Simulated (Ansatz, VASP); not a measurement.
# BN: VASP beside Ansatz

```
B N
1.0
     2.50021    0.00000    0.00000
    -1.25011    2.16525    0.00000
     0.00000    0.00000    6.50530
B N
2 2
Direct
  0.00000 0.00000 0.50000
  0.33333 0.66667 0.00000
  0.00000 0.00000 0.00000
  0.66667 0.33333 0.50000
```

Alike in both runs: task single point; functional r2SCAN; k mesh 12 × 12 × 4; no spin polarisation.

|  | VASP | Ansatz |
| --- | --- | --- |
| version | VASP 6.6.1 | Ansatz 0.2.0 |
| potentials or method | VASP PAW PBE potentials, release 64 (B, N) | plane waves, PAW |
| plane-wave cutoff (eV) | 520 | 500 |
| occupations | gaussian, width 0.01 eV | fixed |
| valence electrons in the cell | 16 | 16 |

Ansatz gave:

```
gap on the k mesh at the Fermi level (eV)       : 4.90
pressure (GPa)                                  : 0.7
largest component of the traceless stress (GPa) : 0.95
```

Task: Estimate VASP's values.

Result: gap on the k mesh at the Fermi level (eV): 4.93; pressure (GPa): 1.1; largest component of the traceless stress (GPa): 0.28.

Caveats: the PAW data sets were made with another functional, which shifts forces and pressure a little (VASP). r2SCAN opens gaps a little over a GGA but as a rule still falls short of measured ones. A k mesh can miss the band edges.
